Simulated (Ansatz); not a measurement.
# Ge (P6_3/mmc), ideal shear of a crystal plane

Theory: Ansatz, DFT r2SCAN, scalar-relativistic, plane waves, PAW. The runs took a 500 eV cutoff, a Γ-centred 10×10×3 mesh and Gaussian smearing (0.03 eV). No spin polarisation. Energies are free energies at this smearing, counted from the undisturbed cell; pressure is positive in compression.

Zero of the scan (relaxed at this level; this form isn't the usual structure):

```
Ge
1.0
    -3.99565    0.00000    0.00000
    -1.99782   -3.46033    0.00000
     0.00000    0.00000   13.20542
Ge
8
Direct
  0.66667 0.66667 0.65649
  0.66667 0.66667 0.15649
  0.33333 0.33333 0.90649
  0.33333 0.33333 0.40649
  0.66667 0.66667 0.84351
  0.66667 0.66667 0.34351
  0.33333 0.33333 0.09351
  0.33333 0.33333 0.59351
```

The cut lies on the cell's a–b face, a (0 0 1) plane (indices in the standard cell, whose axes needn't be the Cartesian ones shown) of area 13.83 Å², between layers 2.47 Å apart. Vector c is tilted by f times 1·a + 1·b (length 6.921 Å) with the atoms' Cartesian places fixed: one unrelaxed fault a cell. The traction is dγ/du, the slope of γ against the slip u in Å. Some rows repeat others by symmetry and weren't run.

```csv
f,γ (mJ/m²),traction (GPa)
0.0000,0,0.0
0.0833,170,6.2
0.1667,722,12.4
0.2500,1449,11.1
0.3333,1774,-0.1
0.4167,1631,-2.9
0.5000,1539,-0.1
0.6667,1774,0.1
0.8333,722,-12.4
```

Task: Read off the first barrier and the stress needed to climb it, and compare with Frenkel's sinusoid.

Result: The first sampled maximum lies at f = 0.333, a slip of 2.31 Å, with γ ≈ 1774 mJ/m², which stands in for the unstable fault energy γ_us, and the steepest sampled slope before it is 12.4 GPa. A sinusoid γ = γ_us sin²(πu/λ) with its maximum there has λ = 4.61 Å and a largest slope πγ_us/λ = 12.1 GPa (1 mJ/m² per Å = 0.01 GPa). The stand-in is too high: a rotation axis of order three or more passes through this point, so the curvature is the same in every direction of the plane and the point is a peak of the γ-surface, which slip goes round.

Task: Is there a metastable fault on this line?

Result: The samples dip to a local minimum of 1539 mJ/m² at f = 0.500. It lies off the rotation axes, between two maxima that lie on them, so it is most likely the pass between two peaks of the γ-surface: a saddle for slip across the line, a better estimate of γ_us, and no metastable fault.

The cut is rigid; relaxing the faces lowers these energies and usually the stresses.

The gap closes along the scan, which can put kinks into the curve.

Cost: 7 runs of about 7.6 core-minutes in all, on Intel Xeon 6975P-C (Granite Rapids) (shared hosts).